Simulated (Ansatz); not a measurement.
The system is PtSe2 (Sudovikovite).

```
CELL_PARAMETERS angstrom
3.72400 0.00000 0.00000
-1.86200 3.22508 0.00000
0.00000 0.00000 5.06200
ATOMIC_POSITIONS crystal
Pt 0.00000 0.00000 0.00000
Se 0.66667 0.33333 0.75000
Se 0.33333 0.66667 0.25000
```

- Program: Ansatz 0.2.0
- Task: relaxation of cell and atoms
- Functional: PBEsol
- Potentials or basis: Ansatz PAW earlier set
- Cutoff: 580 eV (not typed: the program's choice for these potentials)
- k mesh: 8 × 8 × 5
- Occupations: fermi-dirac, width 0.05 eV
- Spin: no spin polarisation

At the start: volume 20.27 Å³/atom.

Task: Where does the relaxation end?

Result: It ends after 6 steps and the volume is 19.79 Å³/atom (-2.4 %); space group P-3m1 (No. 164, to 0.05 Å).

The path:
```tsv
step	energy change (eV)	largest force (eV/Å)	volume (Å³)
1	0.0000	0.3404	60.80
2	-0.0138	0.2492	60.00
3	-0.0213	0.0452	59.93
4	-0.0225	0.0038	59.20
5	-0.0226	0.0008	59.36
6	-0.0226	0.0008	59.36
```

Final structure:
```
CELL_PARAMETERS angstrom
3.75827 0.00000 0.00000
-1.87914 3.25476 0.00000
0.00000 0.00000 4.85260
ATOMIC_POSITIONS crystal
Pt 0.00000 0.00000 0.00000
Se 0.66667 0.33333 0.73786
Se 0.33333 0.66667 0.26214
```

Caveat: the plane-wave basis is chosen anew once the cell has moved, so the energies of steps on either side of that aren't comparable; the PAW data sets come from PBE, with cores solved anew for the run's functional, which leaves a small shift of forces and pressure.
